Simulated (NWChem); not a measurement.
# triplet C4H8: levels of theory compared

We compute a comparison of 6 runs (UHF/STO-3G, UHF/3-21G, UB3LYP/6-31G*, U-wB97X/6-31G*, UMP3/6-31G*) of triplet C4H8. 

The calculation is run with NWChem 7.3.0.

1 further run of the same task is left out (set aside as unsound or not needed).

## (1) Starting point

The species is C4H8 (12 atoms), meant as a triplet with charge 0. SMILES of the parent species: `C=CCC`. Geometry: relaxed at PBE0-D4/def2-TZVP. That shape belongs to the parent species and isn't relaxed for this state.

Bond lengths: C1–C2 1.325 Å, C2–C3 1.492 Å, C3–C4 1.525 Å, C1–H5 1.086 Å, C1–H6 1.084 Å, C2–H7 1.090 Å, C3–H8 1.094 Å, C3–H9 1.097 Å, C4–H10 1.093 Å, C4–H11 1.092 Å, C4–H12 1.092 Å. Some angles: C1–C2–C3 125.3°, C2–C3–C4 112.5°, C1–C2–H7 118.9°, C3–C2–H7 115.8°, C2–C1–H5 121.3°, C2–C1–H6 121.7°, C2–C3–H8 109.5°, C2–C3–H9 109.0°, C4–C3–H8 110.2°, C4–C3–H9 108.9°.

## (2) The energy at UHF/STO-3G (run 1)

Contents of run.py:

```python
from ase import Atoms
from ase.calculators.nwchem import NWChem

mol = Atoms(['C', 'C', 'C', 'C', 'H', 'H', 'H', 'H', 'H', 'H', 'H', 'H'], positions=[
    [-0.102800, 1.905000, 0.560800],
    [0.327700, 0.889700, -0.174300],
    [-0.446000, -0.352500, -0.465500],
    [0.258200, -1.608200, 0.036200],
    [-1.092900, 1.899200, 1.007100],
    [0.512900, 2.778300, 0.742300],
    [1.330000, 0.935100, -0.599700],
    [-1.442300, -0.274800, -0.019600],
    [-0.593000, -0.436900, -1.549400],
    [1.253200, -1.704600, -0.406500],
    [0.380200, -1.579000, 1.121300],
    [-0.308300, -2.506700, -0.218800],
])

calc = NWChem(
    label='test',
    theory='scf',
    memory='2200 mb',
    basis='STO-3G',
    basispar='spherical bse',
    scf={'nopen': '2', 'uhf': None, 'thresh': '1e-08', 'maxiter': '80'},
    task='energy',
)
mol.calc = calc

print("Total energy (eV):", round(mol.get_potential_energy(), 6))
```

The run is started by

```sh
$ export ASE_NWCHEM_COMMAND="nwchem PREFIX.nwi > PREFIX.nwo"
$ python run.py
```

What it wrote:

```text
Total energy (eV): -4193.40519
```

The calculator wrote test.nwi:

```
title "test"

permanent_dir test

scratch_dir test

start test

geometry units angstrom nocenter noautosym noautoz
  C  -1.0280000000000000e-01 1.9050000000000000e+00 5.6079999999999997e-01
  C  3.2769999999999999e-01 8.8970000000000005e-01 -1.7430000000000001e-01
  C  -4.4600000000000001e-01 -3.5249999999999998e-01 -4.6550000000000002e-01
  C  2.5819999999999999e-01 -1.6082000000000001e+00 3.6200000000000003e-02
  H  -1.0929000000000000e+00 1.8992000000000000e+00 1.0071000000000001e+00
  H  5.1290000000000002e-01 2.7783000000000002e+00 7.4229999999999996e-01
  H  1.3300000000000001e+00 9.3510000000000004e-01 -5.9970000000000001e-01
  H  -1.4422999999999999e+00 -2.7479999999999999e-01 -1.9599999999999999e-02
  H  -5.9299999999999997e-01 -4.3690000000000001e-01 -1.5494000000000001e+00
  H  1.2532000000000001e+00 -1.7045999999999999e+00 -4.0649999999999997e-01
  H  3.8019999999999998e-01 -1.5790000000000000e+00 1.1213000000000000e+00
  H  -3.0830000000000002e-01 -2.5066999999999999e+00 -2.1879999999999999e-01
end

memory 2200 mb

basis spherical bse noprint
   * library STO-3G
end

scf
  nopen 2
  uhf
  thresh 1e-08
  maxiter 80
end

task scf energy
```

test.nwo, shortened:

```text
[...]
      One electron energy =   -440.533397339725
[... 1 line left out ...]
 Nuclear repulsion energy =    117.580109609468
[... 39 lines left out ...]
          Final beta eigenvalues
[... 210 lines left out ...]
                     UHF Final Beta Molecular Orbital Analysis
[...]
```

Run time: 3.3 s. Hardware: 1 thread of Intel Xeon Platinum 8375C at 2.90GHz (Ice Lake), shared host; peak memory 0.098 GiB.

## (3) The energy at UHF/3-21G (run 2)

Contents of c4h8.nw:

```
start c4h8
memory 2200 mb
charge 0

geometry units angstrom noautosym nocenter noautoz
  C       -0.102800       1.905000       0.560800
  C        0.327700       0.889700      -0.174300
  C       -0.446000      -0.352500      -0.465500
  C        0.258200      -1.608200       0.036200
  H       -1.092900       1.899200       1.007100
  H        0.512900       2.778300       0.742300
  H        1.330000       0.935100      -0.599700
  H       -1.442300      -0.274800      -0.019600
  H       -0.593000      -0.436900      -1.549400
  H        1.253200      -1.704600      -0.406500
  H        0.380200      -1.579000       1.121300
  H       -0.308300      -2.506700      -0.218800
end

basis spherical bse
  * library 3-21G
end

scf
  triplet
  uhf
  thresh 1e-08
  maxiter 80
end

task scf energy
```

The run is started by

```sh
$ nwchem c4h8.nw > c4h8.out
```

What it wrote:

```text
[...]
  functions       =    52
[...]
  wavefunction    = UHF
[...]
         Total SCF energy =   -155.108732617631
      One electron energy =   -440.459709549613
      Two electron energy =    167.770867322513
 Nuclear repulsion energy =    117.580109609468
                       Sz =      1.0000
                 Sz(Sz+1) =      2.0000
                      S^2 =      2.0210
[...]
```

Run time: 3.3 s. Hardware: 1 thread of Intel Xeon Platinum 8375C at 2.90GHz (Ice Lake), shared host; peak memory 0.099 GiB.

Runs 3 to 5 aren't shown in full; the table further down has their settings and results.

## (4) The energy at UMP3/6-31G(d) (spherical functions) (run 6)

Contents of struct.nw:

```
start struct
memory 2200 mb
charge 0
geometry units angstroms noautosym nocenter noautoz
   C    -0.102800    1.905000    0.560800
   C     0.327700    0.889700   -0.174300
   C    -0.446000   -0.352500   -0.465500
   C     0.258200   -1.608200    0.036200
   H    -1.092900    1.899200    1.007100
   H     0.512900    2.778300    0.742300
   H     1.330000    0.935100   -0.599700
   H    -1.442300   -0.274800   -0.019600
   H    -0.593000   -0.436900   -1.549400
   H     1.253200   -1.704600   -0.406500
   H     0.380200   -1.579000    1.121300
   H    -0.308300   -2.506700   -0.218800
end
basis "ao basis" spherical bse
   * library 6-31G*
end
scf
   nopen 2
   uhf
   thresh 1e-08
   maxiter 80
end
tce
   scf
   mbpt3
   freeze core 4
   maxiter 60
end
task tce
```

The run is started by

```sh
$ nwchem struct.nw > struct.out
```

What it wrote:

```text
[...]
  functions       =    72
[...]
  wavefunction    = UHF
[...]
         Total SCF energy =   -155.974634061337
      One electron energy =   -441.780745706260
      Two electron energy =    168.226002035455
 Nuclear repulsion energy =    117.580109609468
                       Sz =      1.0000
                 Sz(Sz+1) =      2.0000
                      S^2 =      2.0213
[...]
         Wavefunction type : Unrestricted Hartree-Fock
          No. of electrons :    32
[...]
         Spin multiplicity : triplet
[...]
```

It took 25 s on 1 thread of Intel Xeon Platinum 8375C at 2.90GHz (Ice Lake), shared host; peak memory 0.85 GiB.

## (5) Overview of the runs

```csv
run,level,iteration cap,module,energy (Eh),dipole moment (D),HOMO energy (eV),⟨S²⟩,wall time
1,UHF/STO-3G,80,scf,-154.104800,0.05,-4.88,2.022,3.3 s
2,UHF/3-21G,80,scf,-155.108733,0.08,-6.11,2.021,3.3 s
3,UB3LYP/6-31G* (spherical functions),100,dft,-157.050320,–,–,2.006,65 s
4,U-wB97X/6-31G* (spherical functions),100,dft,-157.001524,0.17,–,2.008,1.9 min
5,UB3LYP/6-31G* (Cartesian functions),100,dft,-157.053330,0.18,-2.33,2.006,71 s
6,UMP3/6-31G* (spherical functions),80,tce,-156.486969,–,-6.04,2.021,25 s
```

## (6) Outcome

| quantity | value |
| --- | --- |
| run 6: total energy | -156.48697 Eh |
| run 6: HOMO energy (Hartree–Fock orbitals) (highest over α and β) | -6.04 eV |
| run 6: LUMO energy (Hartree–Fock orbitals) (lowest over α and β) | 1.84 eV |
| run 6: correlation energy (4 core orbitals frozen) | -512.3 mEh |
| run 6: ⟨S²⟩ of the reference determinant | 2.021 |

Over runs 1, 2, 4, 5 the dipole moment (its size) runs from 0.05 D (UHF/STO-3G) to 0.18 D (UB3LYP/6-31G*). The two ends differ in method and basis. Totals of different functionals can't be ranked against each other. In run 1 the basis is minimal, so the values are rough. All runs together took 4.7 min, the longest 1.9 min.
